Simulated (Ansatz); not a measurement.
**Contact densities of CuI against volume**

```yaml
crystal:
  lattice:
    - [3.73317, -3.71109, 0.00000]
    - [3.73317, 3.71109, 0.00000]
    - [0.00000, 0.00000, 4.30700]
  atoms:
    - { symbol: Cu, position: [0.42044, 0.57956, 0.75000] }
    - { symbol: Cu, position: [0.57956, 0.42044, 0.25000] }
    - { symbol: I, position: [0.77004, 0.22996, 0.75000] }
    - { symbol: I, position: [0.22996, 0.77004, 0.25000] }
```

Atom numbers follow the list: Cu1, Cu2, I3, I4.

The conventional cell has a = 7.466 Å, b = 7.422 Å, c = 4.307 Å, α = 90.00°, β = 90.00°, γ = 90.00°. Cu (atom 1) is surrounded by 2 Cu at 2.46 Å and 3 I at 2.58 to 2.59 Å. I (atom 3) has 3 Cu at 2.58 to 2.59 Å as nearest neighbours.

Structure from Materials Project entry mp-1007922 (possibly hypothetical), not relaxed further.

No spin–orbit coupling, which matters for the heavy atoms here.

Level of theory: DFT, PBE, all-electron PAW with datasets made for the crystal, scalar-relativistic in Ansatz 0.2.0.

The runs use a Γ-centred 5×5×6 k mesh, Fermi–Dirac smearing of 0.02 eV, cutoff 280 eV (chosen by the program for this cell), no spin polarisation.

The contact density is the mean electron density over the nuclear volume; its changes set Mössbauer isomer shifts. Changes below are taken from the unscaled cell, where it is 147621 e/Å³ at Cu1, 1.60374e+06 e/Å³ at I3.

Volumes at which the program chose other datasets or cutoffs are left out.

```json
{"V/V(cell)": "0.9800", "P (GPa)": "2.2", "Δρ(0) Cu1 (e/Å³)": "0.74", "Δρ(0) I3 (e/Å³)": "-0.59"}
{"V/V(cell)": "0.9900", "P (GPa)": "1.8", "Δρ(0) Cu1 (e/Å³)": "?", "Δρ(0) I3 (e/Å³)": "-0.29"}
{"V/V(cell)": "1.0000", "P (GPa)": "1.3", "Δρ(0) Cu1 (e/Å³)": "0.00", "Δρ(0) I3 (e/Å³)": "0.00"}
{"V/V(cell)": "1.0100", "P (GPa)": "0.9", "Δρ(0) Cu1 (e/Å³)": "?", "Δρ(0) I3 (e/Å³)": "0.29"}
{"V/V(cell)": "1.0200", "P (GPa)": "0.6", "Δρ(0) Cu1 (e/Å³)": "?", "Δρ(0) I3 (e/Å³)": "0.57"}
{"V/V(cell)": "1.0400", "P (GPa)": "-0.1", "Δρ(0) Cu1 (e/Å³)": "-1.41", "Δρ(0) I3 (e/Å³)": "1.11"}
```

Task: Fill in "Δρ(0) Cu1 (e/Å³)" for the row "0.9900".

Result: 0.37.

Task: Give the missing entry: row "1.0100", column "Δρ(0) Cu1 (e/Å³)".

Result: -0.36.

Task: Give the missing entry: row "1.0200", column "Δρ(0) Cu1 (e/Å³)".

Result: -0.72.

The datasets are made afresh for each cell, so very small changes are uncertain. Scalar relativity leaves out the p1/2 density at heavy nuclei.
